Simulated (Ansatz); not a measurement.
ScAl, one cell by several methods

```yaml
crystal:
  lattice:
    - [2.16340, -5.25022, 0.00000]
    - [2.16340, 5.25022, 0.00000]
    - [0.00000, 0.00000, 3.77129]
  atoms:
    - { symbol: Sc, position: [0.86468, 0.13532, 0.75000] }
    - { symbol: Sc, position: [0.13532, 0.86468, 0.25000] }
    - { symbol: Al, position: [0.58451, 0.41550, 0.75000] }
    - { symbol: Al, position: [0.41550, 0.58451, 0.25000] }
```

Atoms are numbered in the order listed.

The conventional cell has a = 4.327 Å, b = 10.500 Å, c = 3.771 Å, α = 90.00°, β = 90.00°, γ = 90.00°. Around Sc (atom 1) lie 7 Al at 2.92 to 3.16 Å. Al (atom 3) is surrounded by 2 Al at 2.59 Å and 5 Sc at 2.92 to 2.94 Å.

Structure from Materials Project entry mp-999206 (possibly hypothetical), not relaxed further.

Methods: DFT, PBEsol, PAW with Ansatz's default frozen-core files, scalar-relativistic (Ansatz 0.2.0); DFT, PBEsol, all-electron LAPW, scalar-relativistic (Ansatz 0.2.0).

For PAW: a Γ-centred 10×10×11 k mesh, Fermi–Dirac smearing of 0.05 eV, cutoff 420 eV, no spin polarisation; the PAW files were made with PBE, and the program remakes their frozen cores for this functional. LAPW targets a basis error of 1 meV/atom. The Ansatz runs share mesh, smearing and spin set-up. Plane-wave (PAW) pressures include the program's estimate of the Pulay term.

Stress and pressure are positive in compression.

Levels count from the Fermi level.

PAW results:

```csv
quantity,PAW
pressure (GPa),-2.07
stress xx (GPa),-2.86
stress yy (GPa),-1.78
stress zz (GPa),-1.58
"force on Al3, y (eV/Å)",-0.061
highest filled level at Γ (eV),-0.285
lowest empty level at Γ (eV),0.355
highest filled level at Y (eV),-0.523
lowest empty level at Y (eV),0.042
highest filled level at Σ0 (eV),-0.626
lowest empty level at Σ0 (eV),0.059
```

Task: What does full-potential LAPW give for the same quantities?

Result: 
```tsv
quantity	LAPW
pressure (GPa)	-2.10
stress xx (GPa)	-2.88
stress yy (GPa)	-1.81
stress zz (GPa)	-1.60
force on Al3, y (eV/Å)	-0.057
highest filled level at Γ (eV)	-0.283
lowest empty level at Γ (eV)	0.357
highest filled level at Y (eV)	-0.523
lowest empty level at Y (eV)	0.041
highest filled level at Σ0 (eV)	-0.627
lowest empty level at Σ0 (eV)	0.057
```
